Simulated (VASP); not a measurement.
The system is Ga2O3.

```
Ga O
1.0
     6.10700   -1.51855    0.00000
     6.10700    1.51855    0.00000
    -1.38599    0.00000    5.63001
Ga O
4 6
Direct
  0.09050 0.09050 0.79460
  0.90950 0.90950 0.20540
  0.65866 0.65866 0.31402
  0.34134 0.34134 0.68598
  0.16450 0.16450 0.10980
  0.83550 0.83550 0.89020
  0.17330 0.17330 0.56320
  0.82670 0.82670 0.43680
  0.49590 0.49590 0.25660
  0.50410 0.50410 0.74340
```

- Program: VASP 6.6.1
- Task: relaxation of cell and atoms
- Functional: PBE
- Potentials or basis: VASP PAW PBE potentials, release 64 (Ga_d, O)
- Cutoff: 600 eV
- k mesh: 10 × 10 × 6
- Occupations: gaussian, width 0.03 eV
- Spin: no spin polarisation

At the start: pressure 9.9 GPa; volume 10.44 Å³/atom.

Where does the relaxation end?

Over 28 steps the energy falls by 16.0 meV/atom and the volume is 10.99 Å³/atom (+5.2 %); space group C2/m (No. 12, to 0.05 Å).

The path:
```
step  energy change (eV)  largest force (eV/Å)  pressure (GPa)  volume (Å³)
   1              0.0000                0.2443            9.93       104.42
   2             -0.0375                0.3990           -7.10       114.51
   3             -0.1564                0.1601            0.06       109.62
   4             -0.1564                0.1542            0.25       109.52
   5             -0.1586                0.0689            0.13       109.70
   6             -0.1587                0.0508            0.16       109.67
   7             -0.1593                0.0376           -0.14       109.85
   8             -0.1593                0.0373           -0.17       109.86
   9             -0.1596                0.0227            0.06       109.79
  10             -0.1596                0.0244            0.20       109.74
  11             -0.1598                0.0204            0.03       109.82
  12             -0.1598                0.0208            0.06       109.83
  13             -0.1598                0.0218            0.01       109.84
  14             -0.1598                0.0209            0.08       109.84
  15             -0.1598                0.0216            0.06       109.84
  16             -0.1598                0.0181           -0.04       109.88
  17             -0.1599                0.0169           -0.09       109.90
  18             -0.1599                0.0138            0.05       109.87
  19             -0.1599                0.0129            0.08       109.85
  20             -0.1599                0.0101           -0.03       109.87
  21             -0.1599                0.0110           -0.03       109.88
  22             -0.1599                0.0151           -0.09       109.90
  23             -0.1599                0.0121            0.01       109.89
  24             -0.1599                0.0129           -0.04       109.90
  25             -0.1599                0.0130           -0.04       109.89
  26             -0.1600                0.0118            0.01       109.88
  27             -0.1600                0.0113            0.02       109.88
  28             -0.1600                0.0068           -0.06       109.89
```

Final structure:
```
Ga O
1.0
     6.22892   -1.54339    0.01071
     6.22892    1.54339    0.01071
    -1.40378    0.00000    5.71290
Ga O
4 6
Direct
  0.09002 0.09002 0.79487
  0.90998 0.90998 0.20513
  0.65848 0.65848 0.31405
  0.34152 0.34152 0.68595
  0.16382 0.16382 0.10912
  0.83618 0.83618 0.89088
  0.17356 0.17356 0.56407
  0.82644 0.82644 0.43593
  0.49595 0.49595 0.25657
  0.50405 0.50405 0.74343
```
